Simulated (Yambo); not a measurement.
BN: optical spectrum with PBE

**Experimental background.**

From a printed reference work, monograph, for a bulk crystal of BN at 300 K: band gap 6.4 eV (indirect).

BN:

```xyz
2
Lattice="0.0000 1.8130 1.8130 1.8130 0.0000 1.8130 1.8130 1.8130 0.0000" Properties=species:S:1:pos:R:3 pbc="T T T"
N     0.9065    0.9065    0.9065
B     0.0000    0.0000    0.0000
```

The cell is a database's computed one.

- Program: Yambo 5.3.0
- Task: optical spectrum
- Functional: PBE
- Potentials or basis: PseudoDojo 0.4.1 SR PBE standard
- Cutoff: 1143 eV
- Density cutoff: 4572 eV
- k mesh: 24 × 24 × 24
- Occupations: fixed
- Spin: no spin polarisation
- k mesh of the self-consistent run: 24 × 24 × 24
- Direction of the field or of q to 0: x
- Broadening: 0.05 eV
- Kernel: Hartree (RPA with local fields)
- Top of the energy range: 15 eV
- Energy points: 150
- Correction of the levels: none
- Bands in the response: 29
- Cutoff of the response matrix: 4 Ry

* Band gap on the k mesh, mean-field level: 4.52 eV, indirect (least direct gap 8.83 eV)
* Absorption peak: 12.08 eV
* Electronic dielectric constant along the field: 4.41
* Electronic dielectric constant along the field, independent particles: 4.65

Dielectric function (along the field direction of the input):
```tsv
energy (eV)	real part	imaginary part
0.30	4.41	0.01
0.60	4.42	0.01
1.01	4.43	0.01
1.41	4.45	0.01
1.71	4.47	0.01
2.11	4.51	0.01
2.52	4.55	0.01
2.92	4.60	0.02
3.22	4.65	0.02
3.62	4.72	0.02
4.03	4.80	0.02
4.43	4.90	0.02
4.73	4.98	0.02
5.13	5.11	0.02
5.54	5.26	0.03
5.94	5.43	0.03
6.24	5.59	0.03
6.64	5.83	0.04
7.05	6.13	0.05
7.45	6.50	0.06
7.75	6.86	0.07
8.15	7.49	0.10
8.56	8.50	0.18
8.96	10.00	1.51
9.26	9.96	2.65
9.66	11.51	4.78
10.07	10.26	6.83
10.47	9.30	8.25
10.77	9.48	8.95
11.17	9.14	9.65
11.58	6.83	11.13
11.98	4.63	14.37
12.28	-1.16	14.02
12.68	-4.81	9.83
13.09	-1.24	8.12
13.49	-3.13	7.25
13.79	-1.90	4.65
14.19	-0.50	6.12
14.60	-2.26	7.63
15.00	-1.80	5.00
```

Wall time 3 min on 1 thread of Arm Neoverse V1, with other jobs on the host.

A measured gap of BN is 6.4 eV (indirect; 300 K; a printed reference work, monograph); the calculated 4.52 eV misses it by -1.88 eV. The value is that of PBE on a finite k mesh, which can miss the band edges, without temperature or zero-point motion. Semilocal functionals fall short of measured gaps as a rule. The cell is a database's relaxed one, not the measured one, which moves gaps too.

Caveat: these spectra lack excitons.
